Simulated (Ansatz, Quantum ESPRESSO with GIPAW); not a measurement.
# KF: NMR parameters from first principles

Wanted: NMR shieldings for each site of KF.

Main program and level: Quantum ESPRESSO with GIPAW 8.0dev (patched build); DFT, PBEsol, plane-wave PAW (pslibrary 1.0.0 recipes), scalar-relativistic, GIPAW; a patched development version of the program.

### 1. Set-up

The structure is cubic, space group Pm-3m (No. 221). Conventional cell: a = 3.259 Å, b = 3.259 Å, c = 3.259 Å, α = 90.00°, β = 90.00°, γ = 90.00°. Nearest to K lie 8 F at 2.82 Å. Nearest to F lie 8 K at 2.82 Å. Farther neighbours and most contacts between anions are not listed.

The cell is a computed entry of the Materials Project; it need not be the form that is stable at ambient conditions.

### 2. Ground state

The shielding is a linear response of the occupied states, which this run provides. It is converged far beyond what an energy needs, since the response uses the wavefunctions themselves. No empty states are asked for: the response is solved without them. The mesh has a spacing of 0.39 Å⁻¹ at most. The PAW files were made with ld1.x from the pslibrary 1.0.0 recipes, with GIPAW reconstruction switched on (the recipe of F slightly mended, as the packaged one fails to give a sound file).

scf.in reads:

```
&control
  calculation = 'scf'
  prefix = 'x'
  outdir = './tmp/'
  pseudo_dir = './'
/
&system
  ibrav = 0
  nat = 2
  ntyp = 2
  ecutwfc = 55
  ecutrho = 330
  nbnd = 8
/
&electrons
  conv_thr = 1.0d-10
  mixing_beta = 0.7
  electron_maxstep = 100
/
ATOMIC_SPECIES
  K 39.098 K.pbesol-spn-kjpaw_psl.1.0.0-gipaw.UPF
  F 18.998 F.pbesol-n-kjpaw_psl.1.0.0-gipaw.UPF
CELL_PARAMETERS angstrom
  3.25895500 0.00000000 0.00000000
  0.00000000 3.25895500 0.00000000
  0.00000000 0.00000000 3.25895500
ATOMIC_POSITIONS crystal
  K 0.00000000 0.00000000 0.00000000
  F 0.50000000 0.50000000 0.50000000
K_POINTS automatic
  5 5 5 1 1 1
```

Run with:

```bash
$ mpirun -np 4 pw.x -nk 4 -in scf.in > scf.out
```

Log:

```text
using ibrav=0 with symmetry is DISCOURAGED, use correct ibrav instead

     bravais-lattice index     =            0
     lattice parameter (alat)  =       6.1585  a.u.
     unit-cell volume          =     233.5779 (a.u.)^3
     number of atoms/cell      =            2
     number of atomic types    =            2
     number of electrons       =        16.00
     number of Kohn-Sham states=            8
     kinetic-energy cutoff     =      55.0000  Ry
     charge density cutoff     =     330.0000  Ry
     scf convergence threshold =      1.0E-10
     mixing beta               =       0.7000
     number of iterations used =            8  plain     mixing
     Exchange-correlation= SLA-PW-PSX-PSC
                           (   1   4  10   8   0   0   0)
[...]
K                 9.00    39.09800     K ( 1.00)
     F                 7.00    18.99800     F ( 1.00)

     48 Sym. Ops., with inversion, found
[...]
number of k points=    10
[...]
Dense  grid:    23703 G-vectors     FFT dimensions: (  36,  36,  36)

     Smooth grid:    12965 G-vectors     FFT dimensions: (  30,  30,  30)

     Check: negative core charge=   -0.000003

     Initial potential from superposition of free atoms

     starting charge      15.9814, renormalised to      16.0000
     Starting wfcs are   12 randomized atomic wfcs

     Self-consistent Calculation

     iteration #  1     ecut=    55.00 Ry     beta= 0.70
     Davidson diagonalization with overlap
     ethr =  1.00E-02,  avg # of iterations =  1.1

     total energy              =    -170.23133460 Ry
     estimated scf accuracy    <       0.26814006 Ry

     iteration #  2     ecut=    55.00 Ry     beta= 0.70
     Davidson diagonalization with overlap
     ethr =  1.68E-03,  avg # of iterations =  3.6

     total energy              =    -170.27555014 Ry
     estimated scf accuracy    <       0.46804761 Ry

     iteration #  3     ecut=    55.00 Ry     beta= 0.70
     Davidson diagonalization with overlap
     ethr =  1.68E-03,  avg # of iterations =  2.3

     total energy              =    -170.36771815 Ry
     estimated scf accuracy    <       0.00143045 Ry

[...]
total energy              =    -170.36951066 Ry
[...]
iteration # 15     ecut=    55.00 Ry     beta= 0.70
     Davidson diagonalization with overlap
     ethr =  9.29E-13,  avg # of iterations =  2.3

     total energy              =    -170.36951066 Ry
     estimated scf accuracy    <          2.2E-10 Ry

     iteration # 16     ecut=    55.00 Ry     beta= 0.70
     Davidson diagonalization with overlap
     ethr =  9.29E-13,  avg # of iterations =  2.0

     End of self-consistent calculation
     [one-electron energies left out]

!    total energy              =    -170.36951066 Ry
     total all-electron energy =     -1402.072892 Ry
     estimated scf accuracy    <          1.3E-11 Ry

     The total energy is the sum of the following terms:
     one-electron contribution =     -34.80059462 Ry
     hartree contribution      =      26.02191769 Ry
     xc contribution           =     -20.67364221 Ry
     ewald contribution        =     -76.29944504 Ry
     one-center paw contrib.   =     -64.61774648 Ry

     convergence has been achieved in  16 iterations
[...]
JOB DONE.
```

Wall time 3.8 s (4 MPI ranks of Arm Neoverse V2, shared host); peak memory 0.38 GiB; 15 s of CPU time.

It converged in 16 cycles to an estimated accuracy of 1e-11 Ry, on 10 irreducible k-points.

### 3. Magnetic response

The job finds the current that a weak uniform field induces (applied as a long wave, q_gipaw) and the field that this current makes at each nucleus. On atoms with p or d valence electrons much of the paramagnetic part arises close to the nucleus, where the PAW partial waves rebuild the true states. pawproj makes the reconstruction use the PAW data sets' own projectors.

nmr.in reads:

```
&inputgipaw
  job = 'nmr'
  prefix = 'x'
  tmp_dir = './tmp/'
  restart_mode = 'from_scratch'
  verbosity = 'low'
  q_gipaw = 0.01
  spline_ps = .true.
  conv_threshold = 1.0d-11
  use_nmr_macroscopic_shape = .false.
  pawproj(1) = .true.
  pawproj(2) = .true.
/
```

Run with:

```bash
$ mpirun -np 4 gipaw.x -in nmr.in > nmr.out
```

Log:

```text
[banner, memory and clock lines left out]
[a note of our patched build left out]

     Parallelizing q-star over 1 images

     IMPORTANT: XC functional enforced from input :
     Exchange-correlation= PBESOL
                           (   1   4  10   8   0   0   0)
     Any further DFT definition will be discarded
     Please, verify this is what you really want

     Check: negative core charge=   -0.000003
[...]
projs nearly linearly dependent: l=0  n1,n2= 1, 2  s=  0.99583929
[...]
alpha_pv=     53.3514 eV

     spline_ps is .false., expect some extrapolation errors

     q-space interpolation up to    66.00 Rydberg

     GIPAW job: nmr
     NMR macroscopic correction: no
[...]
Computing the magnetic susceptibility     isolve=0    ethr=  0.1000E-10
     Starting from scratch
     k-point #    1 of    10      pool #  1    cpu time:       0.5
[...]
End of magnetic susceptibility calculation

     f-sum rule (1st term):
           -15.3363          0.0000          0.0000
             0.0000        -15.3363          0.0000
             0.0000          0.0000        -15.3363

     f-sum rule (2nd term):
            -0.4541          0.0000          0.0000
             0.0000         -0.4541          0.0000
             0.0000          0.0000         -0.4541

     f-sum rule (should be   -15.7872):
           -15.7903          0.0000          0.0000
             0.0000        -15.7903          0.0000
             0.0000          0.0000        -15.7903

[... susceptibilities left out ...]
     Contributions to the NMR chemical shifts: -------------------------------

     Macroscopic shape contribution in ppm:                    0.00
             0.0000          0.0000          0.0000
             0.0000          0.0000          0.0000
             0.0000          0.0000          0.0000

     Core contribution in ppm:

     Atom  1  K   pos: (  0.000000  0.000000  0.000000)  core sigma:        1192.38
     Atom  2  F   pos: (  0.500000  0.500000  0.500000)  core sigma:         305.83

     Bare contribution in ppm:

     Atom  1  K   pos: (  0.000000  0.000000  0.000000)  bare sigma:         117.71
[...]
Atom  2  F   pos: (  0.500000  0.500000  0.500000)  bare sigma:          85.77
[...]
Diamagnetic contribution in ppm:

     Atom  1  K   pos: (  0.000000  0.000000  0.000000)  dia sigma:          -3.52
[...]
Atom  2  F   pos: (  0.500000  0.500000  0.500000)  dia sigma:          42.83
[...]
Paramagnetic contribution in ppm:

     Atom  1  K   pos: (  0.000000  0.000000  0.000000)  para sigma:        -228.47
[...]
Atom  2  F   pos: (  0.500000  0.500000  0.500000)  para sigma:         162.37
[...]
Paramagnetic US occ-occ contribution in ppm:

     Atom  1  K   pos: (  0.000000  0.000000  0.000000)  para_oo sigma:          -1.00
[...]
Atom  2  F   pos: (  0.500000  0.500000  0.500000)  para_oo sigma:           0.64
[...]
Paramagnetic US L_R Q_R contribution in ppm:

     Atom  1  K   pos: (  0.000000  0.000000  0.000000)  para_lq sigma:         101.73
[...]
Atom  2  F   pos: (  0.500000  0.500000  0.500000)  para_lq sigma:        -320.92
[...]
Total NMR chemical shifts in ppm: ---------------------------------------
     (adopting the Simpson convention for anisotropy and asymmetry)-----------

     Atom  1  K   pos: (  0.000000  0.000000  0.000000)  Total sigma:        1178.83
          1178.8290         -0.0000         -0.0000
            -0.0000       1178.8290         -0.0000
            -0.0000         -0.0000       1178.8290

     K       1    anisotropy:      0.00    eta:    0.0000
[...]
Atom  2  F   pos: (  0.500000  0.500000  0.500000)  Total sigma:         276.53
           276.5316         -0.0000         -0.0000
            -0.0000        276.5316         -0.0000
            -0.0000         -0.0000        276.5316

     F       2    anisotropy:     -0.00    eta:    0.0000
[...]
```

Elapsed: 9.8 s, on 4 MPI ranks; peak memory 0.25 GiB.

The f-sum rule is met to 0.0031 of 15.8 (0.02 %). Converged shieldings require that this miss be small, but a small miss does not prove them.

From the symmetric part of each tensor, with principal values σ11 ≤ σ22 ≤ σ33: σ_iso is their mean, the span is σ33 − σ11 and the skew 3(σ_iso − σ22)/span. (gipaw.x prints an anisotropy in another convention.)

| site | atom no. | atoms in cell | σ_iso (ppm) | span (ppm) | skew |
| --- | --- | --- | --- | --- | --- |
| K | 1 | 1 | 1178.8 | 0.0 | - |
| F | 2 | 1 | 276.5 | 0.0 | - |

The macroscopic shape term is switched off. For a spherical sample the valence susceptibility of this run would add about 9 ppm to every site, a rough estimate, since the susceptibility converges slowly and lacks part of the PAW terms. Differences within the crystal don't depend on it, but shieldings of different compounds can't be compared to better than a few ppm without it.

K and F sit on cubic site symmetry, where the tensor must be isotropic.

The quadrupolar nuclei (39K) sit on sites where the field gradient vanishes by symmetry, so they have no quadrupolar coupling.

### 4. Sites, surroundings and shifts

A shielding is counted from the bare nucleus and a shift from a reference compound, with the opposite sign. A fitted line does better than one reference, as its slope takes up part of the functional's error.

Shifts follow from reference lines fitted to measured solids with this functional and these files. 19F: δ = (91.1 − σ) / 1.258, zero at CFCl3, fitted to 13 measured values, from BaF2, BaLiF3, CdF2, InF3, K3YF6, LiF, MgF2, NaF and YF3 and others, with a scatter of 7.2 ppm r.m.s. (this compound left out) (CaF2, LaF3 and ScF3 fall off this line, as semilocal functionals put their cations' empty d or f shells too low, and are left out), on σ without the shape term. Kinds of site that fitted badly were split off after the misses were seen, so the scatter is that of the points kept.

Covalently bonded atoms count as neighbours within 1.18 times the sum of their radii. Otherwise a cation's neighbours lie within 1.2 times its shortest bond (1.3 for large cations, each anion's radius taken off where they differ), and an anion's are the cations that count it.

| site | atom no. | atoms in cell | surroundings | bonds (Å) | δ_iso (ppm) |
| --- | --- | --- | --- | --- | --- |
| K | 1 | 1 | KF8 | 2.822 | - |
| F | 2 | 1 | bound to K8 | 2.822 | -147.4 |

Simulated spectrum, 19F MAS at 100 kHz, 16.4 T (657.3 MHz), lines broadened by 2 ppm; rigid lattice, with dipolar and J couplings left out: a single narrow line at -147.4 ppm.

### 5. Cost against result

Each row names what was changed: the other centring of the mesh tests the sampling; another mesh tests the sampling of the zone; another cutoff tests the basis.

Changes of σ_iso (ppm) against the run above (PBEsol, cutoffs 55 and 330 Ry, mesh 5×5×5, 54 s). Times are CPU times of pw.x and gipaw.x together, on 4 MPI ranks of Arm Neoverse V2, shared host; on a shared host they are rough. A run is marked as doubtful where the f-sum miss passes 0.015 electrons, or that much for each three atoms in larger cells (with Tl, Pb, Hg, Bi or Sn a third of that, or a mesh spacing over 0.26 Å⁻¹), or where the susceptibility is unphysically large.

```
                           run  CPU time  f-sum miss     K     F
                mesh through Γ      56 s      0.0039  -0.4  -1.1
                    mesh 7×7×7      92 s      0.0035  -0.2  -0.5
cutoffs 35 and 320 Ry (marked)      33 s       0.042  -3.7  +3.4
```

The largest move is -3.7 ppm, on K, from cutoffs 35 and 320 Ry.

### 6. Outcome

```yaml
19f_shift: -147.4 ppm
39k_shielding_without_shape_term: 1178.8 ppm
```

19F has one site (bound to K8), with isotropic shift -147.4 ppm. Going to mesh 7×7×7 changes no isotropic shielding by more than 0.51 ppm, so the main run is converged in that respect. A higher cutoff was not carried through on these files. This build of gipaw.x prints that it is not audited and that its numbers are no references by themselves. It also reports spline_ps as false although the input sets it; why was not traced. The field gradients use PAW files made for PBE.

[Banner, clock, file and message-heading lines were taken out of the pw.x and gipaw.x logs.]

[Logs are printed without paths, hosts, clocks, repeated set-up lines and the standing remarks that a program may print on its own settings, such as how far it seeks lower states.]

[Hosts, paths, dates, database ids (printed as entryN), source tags and the programs' standing remarks are cut or masked in the printed files.]

[Where no reference line passes its bar on scatter, no shift is given, so a measured shift of this compound may stand uncompared.]
